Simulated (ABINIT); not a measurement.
The system is MgSi.

```xyz
2
Lattice="2.9084 0.0000 0.0000 0.0000 2.9084 0.0000 0.0000 0.0000 4.1034" Properties=species:S:1:pos:R:3 pbc="T T T"
Si    1.4542    1.4542    2.0517
Mg    0.0000    0.0000    0.0000
```

The cell comes from a database or a generator and needn't be the stable form of this composition.

Base run:

| Item | Value |
| --- | --- |
| Program | ABINIT 10.8.3 (patched build) |
| Functional | r2SCAN |
| Potentials or basis | PseudoDojo NC SR PBE v0.4 stringent |
| Cutoff | 1361 eV |
| k mesh | 7 × 7 × 5 |
| Occupations | fermi-dirac, width 0.05 eV |
| Spin | no spin polarisation |

Its results: band gap on the k mesh none (metal or under the smearing width); pressure -1.0 GPa.

The run is repeated on the same cell with these changes: functional from r2SCAN to PBEsol; potentials or basis from PseudoDojo NC SR PBE v0.4 stringent to PseudoDojo NC SR PBEsol v0.4.1 standard; cutoff from 1361 eV to 1034 eV. What comes out?

Band gap on the k mesh none (metal or under the smearing width); pressure -2.7 GPa.

Caveats: a meta-GGA on potentials with a model core is unreliable (some runs); the potentials were made for another functional, which shifts forces and pressure (some runs).
